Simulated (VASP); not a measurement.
# PbI2 (P-3m1) in VASP: settings compared, part 2 of 3

VASP 6.6.1. The steps go on from the part before.

### Step 3. Dielectric tensor, LDA

Input file INCAR:

```
SYSTEM = PbI2
ALGO     = Normal         ! electronic algorithm
EDIFF    = 1E-8           ! SCF threshold, eV
ENCUT    = 600            ! plane-wave cutoff, eV
ISIF     = 2              ! what is computed and relaxed
ISMEAR   = 0              ! smearing method
KPAR     = 2            
LASPH    = .True.         ! aspherical terms in the spheres
LCHARG   = .False.        ! write CHGCAR
LEPSILON = .True.         ! dielectric tensor by DFPT
LREAL    = .False.        ! projectors in reciprocal space
LWAVE    = .False.        ! write WAVECAR
NELM     = 80             ! most SCF steps
PREC     = Accurate       ! precision mode
SIGMA    = 0.03           ! smearing width, eV
```

Input file KPOINTS:

```
k-points
0
Gamma
  12 12 7
  0 0 0
```

Input file POSCAR:

```
PbI2                                    
1.0
    4.4725279720      0.0000000000      0.0000000000
   -2.2362639860      3.8733228429      0.0000000000
    0.0000000000      0.0000000000      6.7901175183
  Pb              I             
     1     2
Direct
     0.0000000000000000    0.0000000000000000    0.0000000000000000
     0.3333333332999970    0.6666666667000030    0.2745970736184518
     0.6666666667000030    0.3333333332999970    0.7254029263815482
```

Potentials or basis: VASP PAW LDA potentials, release 64 (Pb_d, I).

Run with:

```
cat potpaw_LDA.64/Pb_d/POTCAR potpaw_LDA.64/I/POTCAR > POTCAR
mpirun -np 2 vasp_std > vasp.out
```

OUTCAR:

```text
SYSTEM = PbI2
   EDIFF = 1E-8
   ENCUT = 600
   ISIF = 2
   ISMEAR = 0
   LASPH = .True.
   LEPSILON = .True.
   LREAL = .False.
   NELM = 80
   PREC = Accurate

 ion  position               nearest neighbor table
   1  0.000  0.000  0.000-   2 3.19   3 3.19   3 3.19   2 3.19   3 3.19   2 3.19
   2  0.333  0.667  0.275-   1 3.19   1 3.19   1 3.19
   3  0.667  0.333  0.725-   1 3.19   1 3.19   1 3.19

  LATTYP: Found a hexagonal cell.
 ALAT       =     4.4725279720
 C/A-ratio  =     1.5181833542

  Lattice vectors:

 A1 = (   4.4725279720,   0.0000000000,   0.0000000000)
 A2 = (  -2.2362639860,   3.8733228429,   0.0000000000)
 A3 = (   0.0000000000,   0.0000000000,   6.7901175183)

[... 756 lines left out ...]
    -0.00000  0.00043  0.00000
    -0.00000 -0.00000  0.00026

 MACROSCOPIC STATIC DIELECTRIC TENSOR (including local field effects in DFT)
 ------------------------------------------------------
           7.533460     0.000000     0.000000
           0.000000     7.533460    -0.000000
           0.000000    -0.000000     6.038863
 ------------------------------------------------------

 PIEZOELECTRIC TENSOR (including local field effects)  for field in x, y, z        (e  Angst)
          XX          YY          ZZ          XY          YZ          ZX
  --------------------------------------------------------------------------------
  x     0.00000     0.00000     0.00000     0.00000     0.00000     0.00000
  y     0.00000     0.00000     0.00000     0.00000     0.00000     0.00000
  z     0.00000     0.00000     0.00000     0.00000     0.00000     0.00000

 PIEZOELECTRIC TENSOR (including local field effects)  for field in x, y, z        (C/m^2)
          XX          YY          ZZ          XY          YZ          ZX
  --------------------------------------------------------------------------------
  x     0.00000     0.00000     0.00000     0.00000     0.00000     0.00000
  y     0.00000     0.00000     0.00000     0.00000     0.00000     0.00000
  z     0.00000     0.00000     0.00000     0.00000     0.00000     0.00000

 BORN EFFECTIVE CHARGES (including local field effects) (in |e|, cummulative output)
 ---------------------------------------------------------------------------------
 ion    1
    1     4.11983     0.00000     0.00000
    2     0.00000     4.11983     0.00000
    3     0.00000     0.00000     2.01864
 ion    2
    1    -2.05991     0.00000     0.00000
    2     0.00000    -2.05991     0.00000
    3     0.00000    -0.00000    -1.00932
 ion    3
    1    -2.05991     0.00000     0.00000
    2     0.00000    -2.05991     0.00000
    3     0.00000    -0.00000    -1.00932
```

OSZICAR:

```text
N       E                     dE             d eps       ncg     rms          rms(c)
DAV:   1     0.244748868680E+03    0.24475E+03   -0.13013E+04  4032   0.156E+03
DAV:   2     0.148555773005E+02   -0.22989E+03   -0.22404E+03  4472   0.349E+02
DAV:   3    -0.925100913766E+01   -0.24107E+02   -0.23490E+02  5294   0.117E+02
[... 11 lines left out ...]
RMM:  11    -0.175744693039E+01   -0.11583E-04   -0.20016E-06  7419   0.333E-03    0.106E-03
RMM:  12    -0.175743328470E+01    0.13646E-04   -0.66289E-06  7369   0.145E-03    0.262E-04
RMM:  13    -0.175743372866E+01   -0.44396E-06    0.16563E-06  6963   0.612E-04    0.250E-04
RMM:  14    -0.175743503617E+01   -0.13075E-05   -0.19207E-06  6062   0.287E-04    0.334E-05
RMM:  15    -0.175743368000E+01    0.13562E-05    0.16261E-06  3439   0.143E-04    0.408E-05
RMM:  16    -0.175743361368E+01    0.66316E-07    0.21774E-06  1871   0.984E-05    0.223E-05
RMM:  17    -0.175743367241E+01   -0.58730E-07    0.19078E-06  1365   0.859E-05    0.592E-06
```

stdout:

```text
POSCAR found type information on POSCAR PbI
 POSCAR found :  2 types and       3 ions
 scaLAPACK will be used
 LDA part: xc-table for (Slater(with rela. corr.)+CA(PZ))
 , standard interpolation
 POSCAR, INCAR and KPOINTS ok, starting setup
 FFT: planning ... GRIDC
 FFT: planning ... GRID_SOFT
 FFT: planning ... GRID
 WAVECAR not read
 entering main loop
 Linear response reoptimize wavefunctions to high precision
 Linear response G [H, r] |phi>, progress :
  Direction:   1
 Linear response G [H, r] |phi>, progress :
  Direction:   2
 Linear response G [H, r] |phi>, progress :
  Direction:   3
 Linear response to external field (no local field effect), progress :
  Direction:   1
 dielectric tensor                  component  1 :     8.848    -1.783     0.481
 Linear response to external field (no local field effect), progress :
  Direction:   2
 dielectric tensor                  component  2 :    -1.783     7.663    -0.758
 Linear response to external field (no local field effect), progress :
  Direction:   3
 dielectric tensor                  component  3 :     0.481    -0.758     8.135
 Linear response to external field, progress :
  Direction:   1
 dielectric tensor                  component  1 :     7.533    -0.599     0.095
 Linear response to external field, progress :
  Direction:   2
 dielectric tensor                  component  2 :    -0.599     7.533     0.000
 Linear response to external field, progress :
  Direction:   3
 dielectric tensor                  component  3 :     0.416    -0.628     6.039
 Born effective charges drift removed
```

Run time: 23 min. Hardware: 2 MPI ranks of AMD EPYC 9R45 (Zen 5), shared host; peak memory 1.6 GiB.

Results:

* Band gap on the k mesh: 1.95 eV, direct
* Electronic dielectric tensor (diagonal): 7.53, 7.53, 6.04
* Born charges (mean of the diagonal): Pb +3.42; I -1.71 e

Levels at points of the mesh, in eV from the valence-band top:
```csv
k point,band 10,band 11,band 12,band 13,band 14,band 15,band 16,band 17,band 18
"(0.00, 0.00, 0.00)",-1.17,-1.17,-1.14,-1.14,-0.89,2.26,3.19,3.19,6.28
"(0.50, 0.00, 0.00)",-2.87,-2.39,-2.05,-0.91,-0.44,2.53,3.38,4.53,4.61
```

Electronic dielectric tensor:
```
7.53 0.00 0.00
0.00 7.53 0.00
0.00 0.00 6.04
```

Born effective charge tensors (e):
atom 1, Pb
```
4.12 0.00 0.00
0.00 4.12 0.00
0.00 0.00 2.02
```
atom 2, I
```
-2.06  0.00  0.00
 0.00 -2.06  0.00
 0.00  0.00 -1.01
```
atom 3, I
```
-2.06  0.00  0.00
 0.00 -2.06  0.00
 0.00  0.00 -1.01
```

Caveat: spin-orbit coupling is left out, which as a rule narrows the gap of such compounds by several tenths of an eV; an odd mesh through Γ misses points on the zone boundary, where band edges often lie. A hybrid or GW would open this gap; LDA tends to underestimate it.

### Step 4. Phonons, PBE

This run uses another cell than the first one, of 49.27 Å³/atom, 1.257 times its volume.

Input file POSCAR:

```
PbI2
1.0
    4.6767858335     -0.0000000000      0.0000000000
   -2.3383929168      4.0502153398     -0.0000000000
   -0.0000000000     -0.0000000000      7.8038327273
  Pb              I
     1     2
Direct
     0.0000000000000000    0.0000000000000000    0.0000000000000000
     0.3333333332999970    0.6666666667000030    0.2379309464735697
     0.6666666667000030    0.3333333332999970    0.7620690535264304
```

Input file INCAR.step1:

```
SYSTEM = PbI2
ALGO = Fast
EDIFF = 1E-8
EDIFFG = -0.002
ENCUT = 600
GGA = PE
IBRION = 2
ISIF = 3
ISMEAR = 0
KPAR = 2
LASPH = .TRUE.
LCHARG = .FALSE.
LREAL = .FALSE.
LWAVE = .FALSE.
NELM = 80
NSW = 40
PREC = Accurate
SIGMA = 0.03
```

Input file INCAR.step2:

```
SYSTEM = PbI2
ALGO = Fast
EDIFF = 1E-8
ENCUT = 600
GGA = PE
IBRION = 6
ISIF = 2
ISMEAR = 0
KPAR = 2
LASPH = .TRUE.
LCHARG = .FALSE.
LREAL = .FALSE.
LWAVE = .FALSE.
NELM = 80
NFREE = 2
NSW = 1
POTIM = 0.015
PREC = Accurate
SIGMA = 0.03
```

Input file KPOINTS:

```
k-points
0
G
  9 9 4
  0 0 0
```

Potentials or basis: VASP PAW PBE potentials, release 64 (Pb_d, I).

Run with:

```
cat potpaw_PBE.64/Pb_d/POTCAR potpaw_PBE.64/I/POTCAR > POTCAR
cp INCAR.step1 INCAR
mpirun -np 2 vasp_std > vasp.out
cp CONTCAR POSCAR
cp INCAR.step2 INCAR
mpirun -np 2 vasp_std > vasp.out
```

OUTCAR:

```text
SYSTEM = PbI2
   EDIFF = 1E-8
   ENCUT = 600
   GGA = PE
   IBRION = 6
   ISIF = 2
   ISMEAR = 0
   LASPH = .TRUE.
   LREAL = .FALSE.
   NELM = 80
   NFREE = 2
   NSW = 1
   POTIM = 0.015
   PREC = Accurate

 ion  position               nearest neighbor table
   1  0.000  0.000  0.000-   2 3.28   3 3.28   2 3.28   3 3.28   3 3.28   2 3.28
   2  0.333  0.667  0.238-   1 3.28   1 3.28   1 3.28
   3  0.667  0.333  0.762-   1 3.28   1 3.28   1 3.28

  LATTYP: Found a hexagonal cell.
 ALAT       =     4.6751028375
 C/A-ratio  =     1.6706675197

  Lattice vectors:

 A1 = (   4.6751028375,   0.0000000000,   0.0000000000)
[... 1008 lines left out ...]
  -------------------------------------------------------------------------------------
  Total        0.0581429      0.0581429      0.0904270     -0.0000000      0.0000000      0.0000000
  in kB        0.6301053      0.6301053      0.9799745     -0.0000000      0.0000000      0.0000000
  external PRESSURE =       0.7467284 kB  Pullay stress =       0.0000000 kB
[... 18 lines left out ...]
  FREE ENERGIE OF THE ION-ELECTRON SYSTEM (eV)
  ---------------------------------------------------
  free  energy   TOTEN  =        -8.6217877561 eV

  energy  without entropy=       -8.6217877561  energy(sigma->0) =       -8.62178776

 INTERNAL STRAIN TENSORS FROM DISPLACED ATOMS
 ============================================

 INTERNAL STRAIN TENSOR FOR ION    1 for displacements in x,y,z  (eV/Angst):
          X           Y           Z          XY          YZ          ZX
  --------------------------------------------------------------------------------
  x     0.00000     0.00000     0.00000     0.00000     0.00000     0.00000
  y     0.00000     0.00000     0.00000     0.00000     0.00000     0.00000
  z     0.00000     0.00000     0.00000     0.00000     0.00000     0.00000

 INTERNAL STRAIN TENSOR FOR ION    3 for displacements in x,y,z  (eV/Angst):
          X           Y           Z          XY          YZ          ZX
  --------------------------------------------------------------------------------
  x     0.00000    -0.00000     0.00000    -2.22040    -0.00000     4.18476
  y    -2.22040     2.22040     0.00000    -0.00000     4.18477    -0.00000
  z     4.16112     4.16112     5.85897    -0.00000    -0.00000     0.00000

 Eigenvectors and eigenvalues of the dynamical matrix
 ----------------------------------------------------

   1 f  =    3.223976 THz    20.256839 2PiTHz  107.540264 cm-1    13.333287 meV
             X         Y         Z           dx          dy          dz
      0.000000  0.000000  0.000000    -0.000000    0.000000   -0.741481
     -0.000000  2.699172  1.858632    -0.000000    0.000000    0.474450
      2.337551  1.349586  5.951910     0.000000   -0.000000    0.474450
[... 43 lines left out ...]
   9 f/i=    0.002449 THz     0.015389 2PiTHz    0.081696 cm-1     0.010129 meV
             X         Y         Z           dx          dy          dz
      0.000000  0.000000  0.000000    -0.000000   -0.000000    0.670974
     -0.000000  2.699172  1.858632    -0.000000   -0.000000    0.524306
      2.337551  1.349586  5.951910    -0.000000   -0.000000    0.524306

 ELASTIC MODULI CONTR FROM IONIC RELAXATION (kBar)
 Direction    XX          YY          ZZ          XY          YZ          ZX
 --------------------------------------------------------------------------------
 XX        -161.8836    -68.3072   -162.0574      0.0000     88.1814     -0.0000
 YY         -68.3072   -161.8836   -162.0574      0.0000    -88.1814      0.0000
 ZZ        -162.0574   -162.0574   -228.1811      0.0000      0.0000     -0.0000
 XY           0.0000      0.0000      0.0000    -46.7882      0.0000     88.1813
 YZ          88.1814    -88.1814      0.0000      0.0000   -166.1948      0.0000
 ZX          -0.0000      0.0000     -0.0000     88.1813      0.0000   -166.1945
 --------------------------------------------------------------------------------
```

OUTCAR.step1:

```text
SYSTEM = PbI2
   EDIFF = 1E-8
   EDIFFG = -0.002
   ENCUT = 600
   GGA = PE
   IBRION = 2
   ISIF = 3
   ISMEAR = 0
   LASPH = .TRUE.
   LREAL = .FALSE.
[... 802 lines left out ...]
  -------------------------------------------------------------------------------------
  Total       -0.0053287     -0.0053287      0.0023099      0.0000000      0.0000000     -0.0000000
  in kB       -0.0577486     -0.0577486      0.0250330      0.0000000      0.0000000     -0.0000000
  external PRESSURE =      -0.0301547 kB  Pullay stress =       0.0000000 kB
[... 18 lines left out ...]
  FREE ENERGIE OF THE ION-ELECTRON SYSTEM (eV)
  ---------------------------------------------------
  free  energy   TOTEN  =        -8.6220836784 eV

  energy  without entropy=       -8.6220836784  energy(sigma->0) =       -8.62208368

 reached required accuracy - stopping structural energy minimisation
```

OSZICAR.step1:

```text
N       E                     dE             d eps       ncg     rms          rms(c)
DAV:   1     0.242637946004E+03    0.24264E+03   -0.12502E+04  1548   0.149E+03
DAV:   2     0.140871566021E+02   -0.22855E+03   -0.22343E+03  1860   0.332E+02
DAV:   3    -0.807285965293E+01   -0.22160E+02   -0.21957E+02  2008   0.111E+02
[... 32 lines left out ...]
RMM:   6    -0.862208362776E+01    0.55411E-08   -0.59054E-07  1939   0.872E-03    0.812E-04
RMM:   7    -0.862208365037E+01   -0.22615E-07   -0.21102E-07  1577   0.332E-03    0.942E-04
RMM:   8    -0.862208366473E+01   -0.14359E-07   -0.31289E-08  1167   0.204E-03    0.259E-04
RMM:   9    -0.862208367672E+01   -0.11986E-07   -0.98930E-09   953   0.123E-03    0.267E-04
RMM:  10    -0.862208367845E+01   -0.17271E-08   -0.46554E-09   921   0.950E-04
   3 F= -.86220837E+01 E0= -.86220837E+01  d E =-.105372E-04
```

Wall time 11 min (2 MPI ranks of AMD EPYC 9R45 (Zen 5), shared host); peak memory 0.95 GiB.

What came out:

```
Highest phonon frequency at Γ, LO-TO splitting left out : 108 cm⁻¹
```

Phonon frequencies in cm⁻¹ (negative: imaginary):
| q point | frequencies |
| --- | --- |
| (0.000, 0.000, 0.000) | 0 0 0 53 53 70 70 84 108 |

Caveat: this functional lacks dispersion, which binds the layers, so the pressure and a relaxed spacing across them are unreliable.

(Part 2 of 3 ends here.)
